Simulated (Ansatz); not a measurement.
A run of Ansatz 0.2.0 is set up as follows.

Contents of input.yaml:

```yaml
crystal:
  lattice:
    - [3.6474, 0.0, 0.0]
    - [-1.8237, 3.1587410578, 0.0]
    - [0.0, 0.0, 5.7306]
  atoms:
    - { symbol: "Y", position: [0.670077, 0.32178, 0.751229] }
    - { symbol: "Y", position: [0.330506, 0.674134, 0.255633] }
kpoints:
  mp_grid: { grid: [8, 8, 5] }
scf:
  occupations: { method: fermi_dirac, width: 0.05 }
hamiltonian:
  xc: pbe
  pseudopotentials: { kind: all_electron, lapw: { basis_error: 0.001 } }
output:
  forces: true
  stress: true
  eigenvalues: true
  populations: true
```

Potentials or basis: all-electron LAPW, scalar-relativistic.

The run is started by

```sh
$ ansatz run input.yaml --threads 1 --pin off --max-ram 3072MiB --backend cpu --events-out ev --progress --plain --runs-dir out
```

Q: What does it give for the largest force?

A: 0.122 eV/Å.

Q: Estimate the band gap on the k mesh.

A: None (metal or under the smearing width).

Q: What does it give for the pressure?

A: -0.1 GPa.

Forces on the atoms (eV/Å):
```
Y   -0.060  0.066  0.084
Y    0.060 -0.066 -0.084
```
